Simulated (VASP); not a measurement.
# C in VASP: notebook, part 5 of 6

VASP 6.6.1. The steps go on from the part before.

## 71. Equation of state, r2SCAN, 21.60 Å³/atom

Input file INCAR:

```
PREC = Accurate
ENCUT = 400
EDIFF = 1E-7
ISMEAR = 0
SIGMA = 0.05
LREAL = F
LASPH = F
NELM = 100
ALGO = Normal
ISIF = 2
LWAVE = F
LCHARG = F
METAGGA = R2SCAN
LMIXTAU = T
ADDGRID = F
```

Input file KPOINTS:

```
Automatic mesh
0
Gamma
  7 7 2
```

Input file POSCAR:

```
C
1.0
    2.4313586662      0.0000000000      0.0000000000
   -1.2156793331      2.1056183707      0.0000000000
    0.0000000000      0.0000000000      8.4376984492
C
2
Direct
    0.6666666667      0.3333333333      0.0000000000
    0.3333333333      0.6666666667      0.0000000000
```

Launch:

```bash
$ cat potpaw_PBE.64/C/POTCAR > POTCAR
$ mpirun -np 1 vasp_std > vasp.out
```

It took 8.9 s on 1 thread of Intel Xeon 6975P-C (Granite Rapids), shared host; peak memory 0.13 GiB.

The run converged, but some of its settings lie outside the range that counts as converged, so its numbers aren't taken as properties of the slab.

What came out:

```yaml
Free_energy: -19.8505 eV
Band_gap_on_the_k_mesh: 3.31 eV, direct
```

Caveat: the k mesh is coarse (spacing up to 0.43 Å⁻¹), so the values aren't converged; the cutoff is under 1.25 times the usual one of these potentials, so pressure, stress and relaxed cells hold a basis-set (Pulay) error; the PAW data sets were made with another functional, which shifts forces and pressure a little.

## 72. Equation of state, r2SCAN, 22.93 Å³/atom

INCAR is that of step 71.

KPOINTS is that of step 71.

Input file POSCAR:

```
C
1.0
    2.4804902603      0.0000000000      0.0000000000
   -1.2402451302      2.1481675793      0.0000000000
    0.0000000000      0.0000000000      8.6082029416
C
2
Direct
    0.6666666667      0.3333333333      0.0000000000
    0.3333333333      0.6666666667      0.0000000000
```

Potentials or basis: VASP PAW PBE potentials, release 64 (C).

Launch:

```bash
$ cat potpaw_PBE.64/C/POTCAR > POTCAR
$ mpirun -np 1 vasp_std > vasp.out
```

Run time: 7.7 s. Hardware: 1 thread of Intel Xeon 6975P-C (Granite Rapids), shared host; peak memory 0.13 GiB.

These settings aren't checked as converged: the numbers below hold their error.

What came out:

| Item | Value |
| --- | --- |
| Free energy | -19.8563 eV |
| Band gap on the k mesh | 3.15 eV, direct |

Caveat: the cutoff is under 1.25 times the usual one of these potentials, so pressure, stress and relaxed cells hold a basis-set (Pulay) error; the PAW data sets were made with another functional, which shifts forces and pressure a little.

## 73. Equation of state, r2SCAN, 21.60 Å³/atom

Input file INCAR:

```
PREC = Normal
ENCUT = 400
EDIFF = 1E-4
ISMEAR = 0
SIGMA = 0.05
LREAL = Auto
LASPH = T
NELM = 100
ALGO = Normal
ISIF = 2
LWAVE = F
LCHARG = F
METAGGA = R2SCAN
LMIXTAU = T
ADDGRID = F
```

KPOINTS is that of step 72.

Input file POSCAR:

```
C
1.0
    2.4313586662      0.0000000000      0.0000000000
   -1.2156793331      2.1056183707      0.0000000000
    0.0000000000      0.0000000000      8.4376984492
C
2
Direct
    0.6666666667      0.3333333333      0.0000000000
    0.3333333333      0.6666666667      0.0000000000
```

Launch:

```bash
$ cat potpaw_PBE.64/C/POTCAR > POTCAR
$ mpirun -np 1 vasp_std > vasp.out
```

Run time: 6.1 s. Hardware: 1 thread of Intel Xeon 6975P-C (Granite Rapids), shared host; peak memory 0.11 GiB.

These settings aren't checked as converged: the numbers below hold their error.

Results:

```
Free energy            : -19.8630 eV
Band gap on the k mesh : 3.32 eV, direct
```

Caveat: the k mesh is coarse (spacing up to 0.43 Å⁻¹), so the values aren't converged; the cutoff is under 1.25 times the usual one of these potentials, so pressure, stress and relaxed cells hold a basis-set (Pulay) error; the PAW data sets were made with another functional, which shifts forces and pressure a little.

## 74. Equation of state, r2SCAN, 22.93 Å³/atom

INCAR is that of step 73.

KPOINTS is that of step 73.

Input file POSCAR:

```
C
1.0
    2.4804902603      0.0000000000      0.0000000000
   -1.2402451302      2.1481675793      0.0000000000
    0.0000000000      0.0000000000      8.6082029416
C
2
Direct
    0.6666666667      0.3333333333      0.0000000000
    0.3333333333      0.6666666667      0.0000000000
```

Launch:

```bash
$ cat potpaw_PBE.64/C/POTCAR > POTCAR
$ mpirun -np 1 vasp_std > vasp.out
```

Wall time 5.8 s (1 thread of Intel Xeon 6975P-C (Granite Rapids), shared host); peak memory 0.11 GiB.

These settings aren't checked as converged: the numbers below hold their error.

Results:

```yaml
Free_energy: -19.8677 eV
Band_gap_on_the_k_mesh: 3.15 eV, direct
```

Caveat: the cutoff is under 1.25 times the usual one of these potentials, so pressure, stress and relaxed cells hold a basis-set (Pulay) error; the PAW data sets were made with another functional, which shifts forces and pressure a little.

## 75. Equation of state, r2SCAN, 21.60 Å³/atom

Input file INCAR:

```
PREC = Accurate
ENCUT = 500
EDIFF = 1E-7
ISMEAR = 0
SIGMA = 0.05
LREAL = F
LASPH = T
NELM = 100
ALGO = Normal
ISIF = 2
LWAVE = F
LCHARG = F
METAGGA = R2SCAN
LMIXTAU = T
ADDGRID = F
```

Input file KPOINTS:

```
Automatic mesh
0
Gamma
  6 6 2
```

Input file POSCAR:

```
C
1.0
    2.4313586662      0.0000000000      0.0000000000
   -1.2156793331      2.1056183707      0.0000000000
    0.0000000000      0.0000000000      8.4376984492
C
2
Direct
    0.6666666667      0.3333333333      0.0000000000
    0.3333333333      0.6666666667      0.0000000000
```

Potentials or basis: VASP PAW PBE potentials, release 64 (C).

Launch:

```bash
$ cat potpaw_PBE.64/C/POTCAR > POTCAR
$ mpirun -np 1 vasp_std > vasp.out
```

It took 17 s on 1 thread of Intel Xeon 6975P-C (Granite Rapids), shared host; peak memory 0.15 GiB.

These settings aren't checked as converged: the numbers below hold their error.

What came out:

| Quantity | Value |
| --- | --- |
| Free energy | -19.7660 eV |
| Band gap on the k mesh | none (metal or under the smearing width) |

Caveat: the k mesh is coarse (spacing up to 0.50 Å⁻¹), so the values aren't converged; the PAW data sets were made with another functional, which shifts forces and pressure a little.

## 76. Equation of state, r2SCAN, 22.93 Å³/atom

INCAR is that of step 75.

KPOINTS is that of step 75.

Input file POSCAR:

```
C
1.0
    2.4804902603      0.0000000000      0.0000000000
   -1.2402451302      2.1481675793      0.0000000000
    0.0000000000      0.0000000000      8.6082029416
C
2
Direct
    0.6666666667      0.3333333333      0.0000000000
    0.3333333333      0.6666666667      0.0000000000
```

Launch:

```bash
$ cat potpaw_PBE.64/C/POTCAR > POTCAR
$ mpirun -np 1 vasp_std > vasp.out
```

Run time: 17 s. Hardware: 1 thread of Intel Xeon 6975P-C (Granite Rapids), shared host; peak memory 0.15 GiB.

The run converged, but some of its settings lie outside the range that counts as converged, so its numbers aren't taken as properties of the slab.

What came out:

- Free energy: -19.7745 eV
- Band gap on the k mesh: none (metal or under the smearing width)

Caveat: the k mesh is coarse (spacing up to 0.49 Å⁻¹), so the values aren't converged; the PAW data sets were made with another functional, which shifts forces and pressure a little.

## 77. Equation of state, r2SCAN, 21.60 Å³/atom

INCAR: that of step 76 with these lines changed.

```diff
@@ -1,3 +1,3 @@
 PREC = Accurate
-ENCUT = 500
+ENCUT = 250
 EDIFF = 1E-7
```

Input file KPOINTS:

```
Automatic mesh
0
Gamma
  9 9 3
```

Input file POSCAR:

```
C
1.0
    2.4313586662      0.0000000000      0.0000000000
   -1.2156793331      2.1056183707      0.0000000000
    0.0000000000      0.0000000000      8.4376984492
C
2
Direct
    0.6666666667      0.3333333333      0.0000000000
    0.3333333333      0.6666666667      0.0000000000
```

Launch:

```bash
$ cat potpaw_PBE.64/C/POTCAR > POTCAR
$ mpirun -np 1 vasp_std > vasp.out
```

Wall time 12 s (1 thread of Intel Xeon 6975P-C (Granite Rapids), shared host); peak memory 0.12 GiB.

The run converged, but a check on its numbers failed (symmetry, net force, bounds or a known fault of this set-up), so they aren't taken as properties of the slab.

Caveat: the cutoff lies under the usual one of these potentials, so the numbers hold a large basis-set error; the PAW data sets were made with another functional, which shifts forces and pressure a little.

## 78. Equation of state, r2SCAN, 22.93 Å³/atom

INCAR is that of step 77.

KPOINTS is that of step 77.

Input file POSCAR:

```
C
1.0
    2.4804902603      0.0000000000      0.0000000000
   -1.2402451302      2.1481675793      0.0000000000
    0.0000000000      0.0000000000      8.6082029416
C
2
Direct
    0.6666666667      0.3333333333      0.0000000000
    0.3333333333      0.6666666667      0.0000000000
```

Potentials or basis: VASP PAW PBE potentials, release 64 (C).

Launch:

```bash
$ cat potpaw_PBE.64/C/POTCAR > POTCAR
$ mpirun -np 1 vasp_std > vasp.out
```

Wall time 12 s (1 thread of Intel Xeon 6975P-C (Granite Rapids), shared host); peak memory 0.12 GiB.

The run converged, but a check on its numbers failed (symmetry, net force, bounds or a known fault of this set-up), so they aren't taken as properties of the slab.

Caveat: the cutoff lies under the usual one of these potentials, so the numbers hold a large basis-set error; the PAW data sets were made with another functional, which shifts forces and pressure a little.

## 79. Equation of state, r2SCAN, 21.60 Å³/atom

INCAR: that of step 78 with these lines changed.

```diff
@@ -1,3 +1,3 @@
 PREC = Accurate
-ENCUT = 250
+ENCUT = 600
 EDIFF = 1E-7
```

Input file KPOINTS:

```
Automatic mesh
0
Gamma
  6 6 2
```

Input file POSCAR:

```
C
1.0
    2.4313586662      0.0000000000      0.0000000000
   -1.2156793331      2.1056183707      0.0000000000
    0.0000000000      0.0000000000      8.4376984492
C
2
Direct
    0.6666666667      0.3333333333      0.0000000000
    0.3333333333      0.6666666667      0.0000000000
```

Launch:

```bash
$ cat potpaw_PBE.64/C/POTCAR > POTCAR
$ mpirun -np 1 vasp_std > vasp.out
```

It took 22 s on 1 thread of Intel Xeon 6975P-C (Granite Rapids), shared host; peak memory 0.16 GiB.

These settings aren't checked as converged: the numbers below hold their error.

Results:

```
Free energy            : -19.7723 eV
Band gap on the k mesh : none (metal or under the smearing width)
```

Caveat: the k mesh is coarse (spacing up to 0.50 Å⁻¹), so the values aren't converged; the PAW data sets were made with another functional, which shifts forces and pressure a little.

## 80. Equation of state, r2SCAN, 22.93 Å³/atom

INCAR is that of step 79.

KPOINTS is that of step 79.

Input file POSCAR:

```
C
1.0
    2.4804902603      0.0000000000      0.0000000000
   -1.2402451302      2.1481675793      0.0000000000
    0.0000000000      0.0000000000      8.6082029416
C
2
Direct
    0.6666666667      0.3333333333      0.0000000000
    0.3333333333      0.6666666667      0.0000000000
```

Launch:

```bash
$ cat potpaw_PBE.64/C/POTCAR > POTCAR
$ mpirun -np 1 vasp_std > vasp.out
```

Wall time 23 s (1 thread of Intel Xeon 6975P-C (Granite Rapids), shared host); peak memory 0.16 GiB.

The run converged, but some of its settings lie outside the range that counts as converged, so its numbers aren't taken as properties of the slab.

Results:

```yaml
Free_energy: -19.7806 eV
Band_gap_on_the_k_mesh: none (metal or under the smearing width)
```

Caveat: the k mesh is coarse (spacing up to 0.49 Å⁻¹), so the values aren't converged; the PAW data sets were made with another functional, which shifts forces and pressure a little.

## 81. Equation of state, r2SCAN, 21.60 Å³/atom

INCAR: that of step 80 with these lines changed.

```diff
@@ -1,3 +1,3 @@
 PREC = Accurate
-ENCUT = 600
+ENCUT = 500
 EDIFF = 1E-7
```

Input file KPOINTS:

```
Automatic mesh
0
Gamma
  7 7 2
```

Input file POSCAR:

```
C
1.0
    2.4313586662      0.0000000000      0.0000000000
   -1.2156793331      2.1056183707      0.0000000000
    0.0000000000      0.0000000000      8.4376984492
C
2
Direct
    0.6666666667      0.3333333333      0.0000000000
    0.3333333333      0.6666666667      0.0000000000
```

Potentials or basis: VASP PAW PBE potentials, release 64 (C).

Launch:

```bash
$ cat potpaw_PBE.64/C/POTCAR > POTCAR
$ mpirun -np 1 vasp_std > vasp.out
```

Wall time 19 s (1 thread of Intel Xeon 6975P-C (Granite Rapids), shared host); peak memory 0.15 GiB.

The run converged, but some of its settings lie outside the range that counts as converged, so its numbers aren't taken as properties of the slab.

Results:

```yaml
Free_energy: -19.8402 eV
Band_gap_on_the_k_mesh: 3.32 eV, direct
```

Caveat: the k mesh is coarse (spacing up to 0.43 Å⁻¹), so the values aren't converged; the PAW data sets were made with another functional, which shifts forces and pressure a little.

## 82. Equation of state, r2SCAN, 22.93 Å³/atom

INCAR is that of step 81.

KPOINTS is that of step 81.

Input file POSCAR:

```
C
1.0
    2.4804902603      0.0000000000      0.0000000000
   -1.2402451302      2.1481675793      0.0000000000
    0.0000000000      0.0000000000      8.6082029416
C
2
Direct
    0.6666666667      0.3333333333      0.0000000000
    0.3333333333      0.6666666667      0.0000000000
```

Launch:

```bash
$ cat potpaw_PBE.64/C/POTCAR > POTCAR
$ mpirun -np 1 vasp_std > vasp.out
```

Run time: 17 s. Hardware: 1 thread of Intel Xeon 6975P-C (Granite Rapids), shared host; peak memory 0.15 GiB.

These settings aren't checked as converged: the numbers below hold their error.

What came out:

```yaml
Free_energy: -19.8453 eV
Band_gap_on_the_k_mesh: 3.15 eV, direct
```

Caveat: the PAW data sets were made with another functional, which shifts forces and pressure a little.

## 83. Equation of state, r2SCAN, 21.60 Å³/atom

INCAR: that of step 82 with these lines changed.

```diff
@@ -1,3 +1,3 @@
 PREC = Accurate
-ENCUT = 500
+ENCUT = 600
 EDIFF = 1E-7
```

KPOINTS is that of step 82.

Input file POSCAR:

```
C
1.0
    2.4313586662      0.0000000000      0.0000000000
   -1.2156793331      2.1056183707      0.0000000000
    0.0000000000      0.0000000000      8.4376984492
C
2
Direct
    0.6666666667      0.3333333333      0.0000000000
    0.3333333333      0.6666666667      0.0000000000
```

Launch:

```bash
$ cat potpaw_PBE.64/C/POTCAR > POTCAR
$ mpirun -np 1 vasp_std > vasp.out
```

Wall time 24 s (1 thread of Intel Xeon 6975P-C (Granite Rapids), shared host); peak memory 0.16 GiB.

The run converged, but some of its settings lie outside the range that counts as converged, so its numbers aren't taken as properties of the slab.

Results:

* Free energy: -19.8466 eV
* Band gap on the k mesh: 3.31 eV, direct

Caveat: the k mesh is coarse (spacing up to 0.43 Å⁻¹), so the values aren't converged; the PAW data sets were made with another functional, which shifts forces and pressure a little.

## 84. Equation of state, r2SCAN, 22.93 Å³/atom

INCAR is that of step 83.

KPOINTS is that of step 83.

Input file POSCAR:

```
C
1.0
    2.4804902603      0.0000000000      0.0000000000
   -1.2402451302      2.1481675793      0.0000000000
    0.0000000000      0.0000000000      8.6082029416
C
2
Direct
    0.6666666667      0.3333333333      0.0000000000
    0.3333333333      0.6666666667      0.0000000000
```

Potentials or basis: VASP PAW PBE potentials, release 64 (C).

Launch:

```bash
$ cat potpaw_PBE.64/C/POTCAR > POTCAR
$ mpirun -np 1 vasp_std > vasp.out
```

Run time: 25 s. Hardware: 1 thread of Intel Xeon 6975P-C (Granite Rapids), shared host; peak memory 0.16 GiB.

The run converged, but some of its settings lie outside the range that counts as converged, so its numbers aren't taken as properties of the slab.

Results:

```yaml
Free_energy: -19.8513 eV
Band_gap_on_the_k_mesh: 3.15 eV, direct
```

Caveat: the PAW data sets were made with another functional, which shifts forces and pressure a little.

## 85. Equation of state, r2SCAN, 21.60 Å³/atom

INCAR: that of step 84 with these lines changed.

```diff
@@ -1,3 +1,3 @@
 PREC = Accurate
-ENCUT = 600
+ENCUT = 350
 EDIFF = 1E-7
```

Input file KPOINTS:

```
Automatic mesh
0
Gamma
  9 9 3
```

Input file POSCAR:

```
C
1.0
    2.4313586662      0.0000000000      0.0000000000
   -1.2156793331      2.1056183707      0.0000000000
    0.0000000000      0.0000000000      8.4376984492
C
2
Direct
    0.6666666667      0.3333333333      0.0000000000
    0.3333333333      0.6666666667      0.0000000000
```

Launch:

```bash
$ cat potpaw_PBE.64/C/POTCAR > POTCAR
$ mpirun -np 1 vasp_std > vasp.out
```

Wall time 16 s (1 thread of Intel Xeon 6975P-C (Granite Rapids), shared host); peak memory 0.13 GiB.

The run converged, but a check on its numbers failed (symmetry, net force, bounds or a known fault of this set-up), so they aren't taken as properties of the slab.

Caveat: the cutoff lies under the usual one of these potentials, so the numbers hold a large basis-set error; the PAW data sets were made with another functional, which shifts forces and pressure a little.

## 86. Equation of state, r2SCAN, 22.93 Å³/atom

INCAR is that of step 85.

KPOINTS is that of step 85.

Input file POSCAR:

```
C
1.0
    2.4804902603      0.0000000000      0.0000000000
   -1.2402451302      2.1481675793      0.0000000000
    0.0000000000      0.0000000000      8.6082029416
C
2
Direct
    0.6666666667      0.3333333333      0.0000000000
    0.3333333333      0.6666666667      0.0000000000
```

Launch:

```bash
$ cat potpaw_PBE.64/C/POTCAR > POTCAR
$ mpirun -np 1 vasp_std > vasp.out
```

Wall time 14 s (1 thread of Intel Xeon 6975P-C (Granite Rapids), shared host); peak memory 0.13 GiB.

The run converged, but a check on its numbers failed (symmetry, net force, bounds or a known fault of this set-up), so they aren't taken as properties of the slab.

Caveat: the cutoff lies under the usual one of these potentials, so the numbers hold a large basis-set error; the PAW data sets were made with another functional, which shifts forces and pressure a little.

## 87. Equation of state, r2SCAN, 21.60 Å³/atom

INCAR: that of step 86 with these lines changed.

```diff
@@ -1,3 +1,3 @@
 PREC = Accurate
-ENCUT = 350
+ENCUT = 400
 EDIFF = 1E-7
```

KPOINTS is that of step 86.

Input file POSCAR:

```
C
1.0
    2.4313586662      0.0000000000      0.0000000000
   -1.2156793331      2.1056183707      0.0000000000
    0.0000000000      0.0000000000      8.4376984492
C
2
Direct
    0.6666666667      0.3333333333      0.0000000000
    0.3333333333      0.6666666667      0.0000000000
```

Potentials or basis: VASP PAW PBE potentials, release 64 (C).

Launch:

```bash
$ cat potpaw_PBE.64/C/POTCAR > POTCAR
$ mpirun -np 1 vasp_std > vasp.out
```

It took 13 s on 1 thread of Intel Xeon 6975P-C (Granite Rapids), shared host; peak memory 0.13 GiB.

These settings aren't checked as converged: the numbers below hold their error.

What came out:

```
Free energy            : -19.8307 eV
Band gap on the k mesh : none (metal or under the smearing width)
```

Caveat: the cutoff is under 1.25 times the usual one of these potentials, so pressure, stress and relaxed cells hold a basis-set (Pulay) error; the PAW data sets were made with another functional, which shifts forces and pressure a little.

## 88. Equation of state, r2SCAN, 22.93 Å³/atom

INCAR is that of step 87.

KPOINTS is that of step 87.

Input file POSCAR:

```
C
1.0
    2.4804902603      0.0000000000      0.0000000000
   -1.2402451302      2.1481675793      0.0000000000
    0.0000000000      0.0000000000      8.6082029416
C
2
Direct
    0.6666666667      0.3333333333      0.0000000000
    0.3333333333      0.6666666667      0.0000000000
```

Launch:

```bash
$ cat potpaw_PBE.64/C/POTCAR > POTCAR
$ mpirun -np 1 vasp_std > vasp.out
```

It took 14 s on 1 thread of Intel Xeon 6975P-C (Granite Rapids), shared host; peak memory 0.14 GiB.

The run converged, but some of its settings lie outside the range that counts as converged, so its numbers aren't taken as properties of the slab.

Results:

* Free energy: -19.8360 eV
* Band gap on the k mesh: none (metal or under the smearing width)

Caveat: the cutoff is under 1.25 times the usual one of these potentials, so pressure, stress and relaxed cells hold a basis-set (Pulay) error; the PAW data sets were made with another functional, which shifts forces and pressure a little.

## 89. Equation of state, r2SCAN, 21.60 Å³/atom

INCAR: that of step 88 with these lines changed.

```diff
@@ -1,3 +1,3 @@
 PREC = Accurate
-ENCUT = 400
+ENCUT = 200
 EDIFF = 1E-7
```

Input file KPOINTS:

```
Automatic mesh
0
Gamma
  15 15 4
```

Input file POSCAR:

```
C
1.0
    2.4313586662      0.0000000000      0.0000000000
   -1.2156793331      2.1056183707      0.0000000000
    0.0000000000      0.0000000000      8.4376984492
C
2
Direct
    0.6666666667      0.3333333333      0.0000000000
    0.3333333333      0.6666666667      0.0000000000
```

Launch:

```bash
$ cat potpaw_PBE.64/C/POTCAR > POTCAR
$ mpirun -np 1 vasp_std > vasp.out
```

Wall time 18 s (1 thread of Intel Xeon 6975P-C (Granite Rapids), shared host); peak memory 0.11 GiB.

The run converged, but a check on its numbers failed (symmetry, net force, bounds or a known fault of this set-up), so they aren't taken as properties of the slab.

Caveat: the cutoff lies under the usual one of these potentials, so the numbers hold a large basis-set error; the PAW data sets were made with another functional, which shifts forces and pressure a little.

[end of part 5 of 6]
